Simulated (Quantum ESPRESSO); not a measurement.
# GaN (P6_3mc) in Quantum ESPRESSO: further runs

The runs below take GaN through single point, equation of state, band structure, with LDA, PBE.

All numbers are computed with Quantum ESPRESSO 7.5; they aren't measurements. Logs are shortened: lines on timing, memory, paths and dates and some standing lists are left out, and cuts for length are marked.

**Measured values to compare with.**

From “Studying electronic properties in GaN without electrical contacts using γ-γ vs e−-γ Perturbed Angular Correlations”, 2019, pmc:6823545, for a bulk crystal of GaN: band gap 3.503 ± 0.005 eV (direct).

The results are compared with them further down.

### Step 1. The structure

The structure is hexagonal, space group P6_3mc (No. 186). Conventional cell: a = 3.180 Å, b = 3.180 Å, c = 5.166 Å, α = 90.00°, β = 90.00°, γ = 120.00°. Ga (site symmetry 3m) is surrounded by 4 N at 1.94 to 1.95 Å. Around N (site symmetry 3m) lie 4 Ga at 1.94 to 1.95 Å.

### Step 2. Single point, LDA, 10.63 Å³/atom

File pw.in:

```
&CONTROL
  calculation = 'scf'
  prefix = 'pwscf'
  outdir = './tmp'
  pseudo_dir = './pseudo'
  tprnfor = .true.
  tstress = .true.
  disk_io = 'nowf'
/
&SYSTEM
  ibrav = 0
  nat = 4
  ntyp = 2
  ecutwfc = 45
  ecutrho = 360
  nbnd = 33
  occupations = 'smearing'
  smearing = 'fd'
  degauss = 0.00367493
/
&ELECTRONS
  conv_thr = 8d-10
  electron_maxstep = 120
  mixing_beta = 0.5
/
ATOMIC_SPECIES
Ga    69.7230 ga_lda_v1.4.uspp.F.UPF
N     14.0070 n_lda_v1.2.uspp.F.UPF
CELL_PARAMETERS angstrom
   3.1150838257    0.0000000000    0.0000000000
  -1.5575419129    2.6977417280    0.0000000000
   0.0000000000    0.0000000000    5.0605418376
ATOMIC_POSITIONS crystal
Ga     0.6666666667    0.3333333333    0.5000000000
Ga     0.3333333333    0.6666666667    0.0000000000
N      0.6666666667    0.3333333333    0.8750000000
N      0.3333333333    0.6666666667    0.3750000000
K_POINTS automatic
10 10 5 0 0 0
```

Potentials or basis: GBRV 1.5 LDA.

Run with:

```sh
OMP_NUM_THREADS=1 pw.x -in pw.in > pw.out
```

pw.out:

```text
This program is part of the open-source Quantum ESPRESSO suite
     for quantum simulation of materials; please cite
         "P. Giannozzi et al., J. Phys.:Condens. Matter 21 395502 (2009);
         "P. Giannozzi et al., J. Phys.:Condens. Matter 29 465901 (2017);
         "P. Giannozzi et al., J. Chem. Phys. 152 154105 (2020);
     in publications or presentations arising from this work. More details at

     Message from routine setup:
     using ibrav=0 with symmetry is DISCOURAGED, use correct ibrav instead

     G-vector sticks info
     --------------------
     sticks:   dense  smooth     PW     G-vecs:    dense   smooth      PW
     Sum         847     433    127                33099    11705    1973

     Using Slab Decomposition

     bravais-lattice index     =            0
     lattice parameter (alat)  =       5.8867  a.u.
     unit-cell volume          =     286.9880 (a.u.)^3
     number of atoms/cell      =            4
     number of atomic types    =            2
     number of electrons       =        48.00
     number of Kohn-Sham states=           33
     kinetic-energy cutoff     =      45.0000  Ry
     charge density cutoff     =     360.0000  Ry
     scf convergence threshold =      8.0E-10
     mixing beta               =       0.5000
     number of iterations used =            8  plain     mixing
     Exchange-correlation= SLA  PZ   NOGX NOGC
                           (   1   1   0   0   0   0   0)

     celldm(1)=   5.886655  celldm(2)=   0.000000  celldm(3)=   0.000000
     celldm(4)=   0.000000  celldm(5)=   0.000000  celldm(6)=   0.000000

     crystal axes: (cart. coord. in units of alat)
               a(1) = (   1.000000   0.000000   0.000000 )
               a(2) = (  -0.500000   0.866025   0.000000 )
               a(3) = (   0.000000   0.000000   1.624528 )

     reciprocal axes: (cart. coord. in units 2 pi/alat)
               b(1) = (  1.000000  0.577350 -0.000000 )
               b(2) = (  0.000000  1.154701  0.000000 )
               b(3) = (  0.000000 -0.000000  0.615563 )

     PseudoPot. # 1 for Ga read from file:
     ga_lda_v1.4.uspp.F.UPF
     Pseudo is Ultrasoft + core correction, Zval = 19.0
     Generated by new atomic code, or converted to UPF format
     Using radial grid of  871 points,  6 beta functions with:
                l(1) =   0
                l(2) =   0
                l(3) =   1
                l(4) =   1
                l(5) =   2
                l(6) =   2
     Q(r) pseudized with  8 coefficients,  rinner =    1.250   1.250   1.250
                                                       1.250   1.250

     PseudoPot. # 2 for N  read from file:
     n_lda_v1.2.uspp.F.UPF
     Pseudo is Ultrasoft + core correction, Zval =  5.0
     Generated by new atomic code, or converted to UPF format
     Using radial grid of  729 points,  4 beta functions with:
                l(1) =   0
                l(2) =   0
                l(3) =   1
                l(4) =   1
     Q(r) pseudized with  8 coefficients,  rinner =    0.900   0.900   0.900

     atomic species   valence    mass     pseudopotential
     Ga               19.00    69.72300     Ga( 1.00)
     N                 5.00    14.00700     N ( 1.00)

     12 Sym. Ops. (no inversion) found ( 6 have fractional translation)

   Cartesian axes

     site n.     atom                  positions (alat units)
         1        Ga     tau(   1) = (   0.5000000   0.2886751   0.8122642  )
         2        Ga     tau(   2) = (  -0.0000000   0.5773503   0.0000000  )
         3        N      tau(   3) = (   0.5000000   0.2886751   1.4214623  )
         4        N      tau(   4) = (  -0.0000000   0.5773503   0.6091981  )

     number of k points=    42  Fermi-Dirac smearing, width (Ry)=  0.0037
                       cart. coord. in units 2pi/alat
        k(    1) = (   0.0000000   0.0000000   0.0000000), wk =   0.0040000
        k(    2) = (   0.0000000   0.0000000   0.1231127), wk =   0.0080000
        k(    3) = (   0.0000000   0.0000000   0.2462253), wk =   0.0080000
        k(    4) = (   0.0000000   0.1154701   0.0000000), wk =   0.0240000
        k(    5) = (   0.0000000   0.1154701   0.1231127), wk =   0.0480000
        k(    6) = (   0.0000000   0.1154701   0.2462253), wk =   0.0480000
[... 34 lines left out ...]
        k(   41) = (   0.3000000   0.5196152   0.1231127), wk =   0.0480000
        k(   42) = (   0.3000000   0.5196152   0.2462253), wk =   0.0480000

     Dense  grid:    33099 G-vectors     FFT dimensions: (  36,  36,  60)

     Smooth grid:    11705 G-vectors     FFT dimensions: (  25,  25,  48)

     Initial potential from superposition of free atoms

     starting charge      46.0000, renormalised to      48.0000
     Starting wfcs are   32 randomized atomic wfcs +    1 random wfcs

     Self-consistent Calculation

     iteration #  1     ecut=    45.00 Ry     beta= 0.50
     Davidson diagonalization with overlap
     ethr =  1.00E-02,  avg # of iterations =  4.5

     total energy              =    -865.31834970 Ry
     estimated scf accuracy    <      10.96463606 Ry

     iteration #  2     ecut=    45.00 Ry     beta= 0.50
     Davidson diagonalization with overlap
     ethr =  1.00E-02,  avg # of iterations =  2.0
[... 50 lines left out ...]
     total energy              =    -870.42787881 Ry
     estimated scf accuracy    <          5.9E-09 Ry

     iteration # 10     ecut=    45.00 Ry     beta= 0.50
     Davidson diagonalization with overlap
     ethr =  1.22E-11,  avg # of iterations =  3.1

     End of self-consistent calculation

          k = 0.0000 0.0000 0.0000 (  1473 PWs)   bands (ev):

   -80.5844 -80.5835 -80.5835 -80.5820 -80.5820 -80.5806  -4.7674  -3.6199
    -1.8608  -1.8344  -1.8344  -1.7557  -1.7557  -1.5186  -1.5186  -1.3952
    -1.3952  -0.0425   4.0838  10.5855  10.5855  11.6766  11.7450  11.7450
    14.1439  16.3448  21.1956  21.8410  21.8410  22.8176  23.8096  23.8096
    26.4933

          k = 0.0000 0.0000 0.1231 (  1467 PWs)   bands (ev):
[... 321 lines left out ...]
   -80.5841 -80.5841 -80.5835 -80.5834 -80.5823 -80.5823  -3.4349  -3.4126
    -1.7273  -1.7016  -1.6836  -1.6172  -1.5104  -1.5084  -1.4612  -1.4493
     0.3136   0.4647   5.1395   5.2974   6.9246   7.7326   9.7645  10.0823
    18.1407  18.3409  19.2655  19.6956  21.0660  21.2566  25.0342  25.8965
    26.6080

     the Fermi energy is    13.0031 ev

!    total energy              =    -870.42787882 Ry
     estimated scf accuracy    <          2.8E-10 Ry
     smearing contrib. (-TS)   =      -0.00000000 Ry
     internal energy E=F+TS    =    -870.42787882 Ry

     The total energy is F=E-TS. E is the sum of the following terms:
     one-electron contribution =    -656.84435655 Ry
     hartree contribution      =     355.24009484 Ry
     xc contribution           =    -106.63738926 Ry
     ewald contribution        =    -462.18622784 Ry

     convergence has been achieved in  10 iterations

     Forces acting on atoms (cartesian axes, Ry/au):

     atom    1 type  1   force =     0.00000000    0.00000000   -0.00557935
     atom    2 type  1   force =     0.00000000    0.00000000   -0.00557935
     atom    3 type  2   force =    -0.00000000   -0.00000000    0.00557935
     atom    4 type  2   force =     0.00000000    0.00000000    0.00557935

     Total force =     0.011159     Total SCF correction =     0.000007

     Computing stress (Cartesian axis) and pressure

          total   stress  (Ry/bohr**3)                   (kbar)     P=       88.09
   0.00053498   0.00000000   0.00000000           78.70        0.00        0.00
   0.00000000   0.00053498   0.00000000            0.00       78.70        0.00
   0.00000000   0.00000000   0.00072646            0.00        0.00      106.87

=------------------------------------------------------------------------------=
   JOB DONE.
=------------------------------------------------------------------------------=
```

Wall time 24 s (1 thread of Intel Xeon at 2.60GHz (Ice Lake), shared host); peak memory 0.19 GiB.

Results:

```yaml
Free_energy: -11842.7746 eV
Pressure: 8.8 GPa
Largest_force: 0.143 eV/Å
Band_gap_on_the_k_mesh: 2.40 eV, direct
```

### Step 3. Single point, LDA, 10.86 Å³/atom

pw.in: that of step 2 with these lines changed.

```diff
@@ -29,5 +29,5 @@
 CELL_PARAMETERS angstrom
-   3.1150838257    0.0000000000    0.0000000000
-  -1.5575419129    2.6977417280    0.0000000000
-   0.0000000000    0.0000000000    5.0605418376
+   3.1370217585    0.0000000000    0.0000000000
+  -1.5685108793    2.7167405351    0.0000000000
+   0.0000000000    0.0000000000    5.0961806304
 ATOMIC_POSITIONS crystal
```

Potentials or basis: GBRV 1.5 LDA.

Run with:

```sh
OMP_NUM_THREADS=1 pw.x -in pw.in > pw.out
```

Run time: 24 s. Hardware: 1 thread of Intel Xeon at 2.60GHz (Ice Lake), shared host; peak memory 0.19 GiB.

The run converged. Its results:

| Item | Value |
| --- | --- |
| Free energy | -11842.8155 eV |
| Pressure | 3.9 GPa |
| Largest force | 0.138 eV/Å |
| Band gap on the k mesh | 2.26 eV, direct |

### Step 4. Single point, LDA, 11.08 Å³/atom

pw.in: that of step 3 with these lines changed.

```diff
@@ -29,5 +29,5 @@
 CELL_PARAMETERS angstrom
-   3.1370217585    0.0000000000    0.0000000000
-  -1.5685108793    2.7167405351    0.0000000000
-   0.0000000000    0.0000000000    5.0961806304
+   3.1586570750    0.0000000000    0.0000000000
+  -1.5793285375    2.7354772688    0.0000000000
+   0.0000000000    0.0000000000    5.1313278144
 ATOMIC_POSITIONS crystal
```

Run with:

```sh
OMP_NUM_THREADS=1 pw.x -in pw.in > pw.out
```

Run time: 26 s. Hardware: 1 thread of Intel Xeon at 2.60GHz (Ice Lake), shared host; peak memory 0.19 GiB.

Results (log left out):

```
Free energy            : -11842.8301 eV
Pressure               : -0.4 GPa
Largest force          : 0.132 eV/Å
Band gap on the k mesh : 2.12 eV, direct
```

### Step 5. Single point, LDA, 11.31 Å³/atom

pw.in: that of step 4 with these lines changed.

```diff
@@ -29,5 +29,5 @@
 CELL_PARAMETERS angstrom
-   3.1586570750    0.0000000000    0.0000000000
-  -1.5793285375    2.7354772688    0.0000000000
-   0.0000000000    0.0000000000    5.1313278144
+   3.1800000000    0.0000000000    0.0000000000
+  -1.5900000000    2.7539607840    0.0000000000
+   0.0000000000    0.0000000000    5.1660000000
 ATOMIC_POSITIONS crystal
```

Run with:

```sh
OMP_NUM_THREADS=1 pw.x -in pw.in > pw.out
```

It took 26 s on 1 thread of Intel Xeon at 2.60GHz (Ice Lake), shared host; peak memory 0.2 GiB.

It converged, with:

```
Free energy            : -11842.8214 eV
Pressure               : -4.3 GPa
Largest force          : 0.126 eV/Å
Band gap on the k mesh : 1.98 eV, direct
```

### Step 6. Single point, LDA, 11.54 Å³/atom

pw.in: that of step 5 with these lines changed.

```diff
@@ -29,5 +29,5 @@
 CELL_PARAMETERS angstrom
-   3.1800000000    0.0000000000    0.0000000000
-  -1.5900000000    2.7539607840    0.0000000000
-   0.0000000000    0.0000000000    5.1660000000
+   3.2010602164    0.0000000000    0.0000000000
+  -1.6005301082    2.7721994664    0.0000000000
+   0.0000000000    0.0000000000    5.2002129176
 ATOMIC_POSITIONS crystal
```

Potentials or basis: GBRV 1.5 LDA.

Run with:

```sh
OMP_NUM_THREADS=1 pw.x -in pw.in > pw.out
```

Wall time 26 s (1 thread of Intel Xeon at 2.60GHz (Ice Lake), shared host); peak memory 0.2 GiB.

The run converged. Its results:

- Free energy: -11842.7917 eV
- Pressure: -7.8 GPa
- Largest force: 0.121 eV/Å
- Band gap on the k mesh: 1.85 eV, direct

### Step 7. Single point, LDA, 11.76 Å³/atom

pw.in: that of step 6 with these lines changed.

```diff
@@ -29,5 +29,5 @@
 CELL_PARAMETERS angstrom
-   3.2010602164    0.0000000000    0.0000000000
-  -1.6005301082    2.7721994664    0.0000000000
-   0.0000000000    0.0000000000    5.2002129176
+   3.2218469041    0.0000000000    0.0000000000
+  -1.6109234521    2.7902012661    0.0000000000
+   0.0000000000    0.0000000000    5.2339814801
 ATOMIC_POSITIONS crystal
```

Run with:

```sh
OMP_NUM_THREADS=1 pw.x -in pw.in > pw.out
```

It took 26 s on 1 thread of Intel Xeon at 2.60GHz (Ice Lake), shared host; peak memory 0.21 GiB.

Results (log left out):

```yaml
Free_energy: -11842.7428 eV
Pressure: -11.0 GPa
Largest_force: 0.116 eV/Å
Band_gap_on_the_k_mesh: 1.72 eV, direct
```

### Step 8. Single point, LDA, 11.99 Å³/atom

pw.in: that of step 7 with these lines changed.

```diff
@@ -29,5 +29,5 @@
 CELL_PARAMETERS angstrom
-   3.2218469041    0.0000000000    0.0000000000
-  -1.6109234521    2.7902012661    0.0000000000
-   0.0000000000    0.0000000000    5.2339814801
+   3.2423687753    0.0000000000    0.0000000000
+  -1.6211843877    2.8079737278    0.0000000000
+   0.0000000000    0.0000000000    5.2673198406
 ATOMIC_POSITIONS crystal
```

Run with:

```sh
OMP_NUM_THREADS=1 pw.x -in pw.in > pw.out
```

Wall time 34 s (1 thread of Intel Xeon at 2.60GHz (Ice Lake), shared host); peak memory 0.21 GiB.

It converged, with:

```yaml
Free_energy: -11842.6774 eV
Pressure: -13.8 GPa
Largest_force: 0.111 eV/Å
Band_gap_on_the_k_mesh: 1.59 eV, direct
```

### Step 9. Equation of state, LDA

Potentials or basis: GBRV 1.5 LDA.

No new run: the results of the series are fitted here.

Results:

| Item | Value |
| --- | --- |
| Equilibrium volume | 11.11 Å³/atom |
| Bulk modulus at fixed shape and positions | 201 GPa |
| Pressure derivative of the bulk modulus | 4.4 |

Energy against volume, from the lowest point:
| volume (Å³/atom) | energy (meV/atom) |
| --- | --- |
| 10.632 | 13.88 |
| 10.858 | 3.65 |
| 11.084 | 0.00 |
| 11.310 | 2.19 |
| 11.537 | 9.62 |
| 11.763 | 21.83 |
| 11.989 | 38.17 |

Caveat: the cell was scaled at fixed shape and fractional positions, which overstates the stiffness of a crystal with free parameters, most of all of layers and chains.

(Continued in part 2 of 2.)
